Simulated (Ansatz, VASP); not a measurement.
# One calculation of TaN, two programs

```
CELL_PARAMETERS angstrom
5.23041 0.00000 0.00000
-2.61521 4.52967 0.00000
0.00000 0.00000 2.93028
ATOMIC_POSITIONS crystal
Ta 0.33333 0.66667 0.50000
Ta 0.66667 0.33333 0.50000
Ta 0.00000 0.00000 0.00000
N 0.39285 0.00000 0.00000
N 0.60715 0.60715 0.00000
N 0.00000 0.39285 0.00000
```

Alike in both runs: task single point; functional PBEsol; k mesh 5 × 5 × 8; no spin polarisation.

|  | VASP | Ansatz |
| --- | --- | --- |
| version | VASP 6.6.1 | Ansatz 0.2.0 |
| potentials or method | VASP PAW PBE potentials, release 64 (Ta_pv, N) | plane waves, PAW |
| plane-wave cutoff (eV) | 520 | 517 |
| occupations | fermi-dirac, width 0.1 eV | fermi-dirac |
| valence electrons in the cell | 48 | 54 |

Ansatz gave:

| Property | Result |
| --- | --- |
| pressure (GPa) | -9.8 |
| largest component of the traceless stress (GPa) | 1.39 |

Q: Which values does VASP return?

A: Pressure (GPa): -9.1; largest component of the traceless stress (GPa): 1.46.

The two sets of potentials don't hold the same shells in valence.

Caveats: the PAW data sets were made with another functional, which shifts forces and pressure a little (VASP). Spin-orbit coupling is left out, which matters for the levels of Ta.
